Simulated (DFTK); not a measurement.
Runs of DFTK 0.8.2 on MgO. Symmetry: Fm-3m, No. 225, cubic system. The conventional cell has a = 4.194 Å, b = 4.194 Å, c = 4.194 Å, α = 90.00°, β = 90.00°, γ = 90.00°. Mg (site symmetry m-3m) has 6 O at 2.10 Å as nearest neighbours. O (site symmetry m-3m) has 6 Mg at 2.10 Å as nearest neighbours. The cell is a database's computed one.

```csv
task,level,potentials or basis,k mesh,cutoff (eV),SCF tolerance on the density,symmetries used,mesh quality,gap on the mesh (eV),V0 of scaled cells (Å³/atom),B0 (GPa)
band structure,r2SCAN,"in-house norm-conserving set (r2SCAN, scalar relativistic)",9 × 9 × 9,1279,1e-06,-,not flagged,5.76,-,-
single point,HSE06,SG15 1.2 (PBE),2 × 2 × 2,1225,1e-05,no,coarse,7.33,-,-
single point,PBE0,SG15 1.2 (PBE),2 × 2 × 2,1225,1e-05,no,coarse,7.49,-,-
equation of state,r2SCAN,"in-house norm-conserving set (r2SCAN, scalar relativistic)",7 × 7 × 7,1279,1e-06,-,coarse,-,(b),167
equation of state,PBE,dojo.nc.sr.pbe.v0_4_1.standard.upf (PBE),11 × 11 × 11,1143,1e-06,-,not flagged,-,9.62,(a)
```

Alike in all rows: no spin polarisation; cell as given; smearing fermi-dirac 0.05 eV.

Problem. Estimate the missing entries.

Solution. (a) 149; (b) 9.29.

Caveats: some runs use coarse meshes; the program warned that the kinetic-energy density falls under its von Weizsäcker bound, which can give unphysical results (some runs); the potentials were made for another functional, which shifts forces and pressure (some runs); this program's HSE differs a little from the usual definition (some runs); the program's treatment of exact exchange at zero wave vector lowers gaps by one to five hundredths of an eV on this mesh and cutoff (some runs).

A k mesh can miss the band edges.

Not every run made on this cell is shown here.
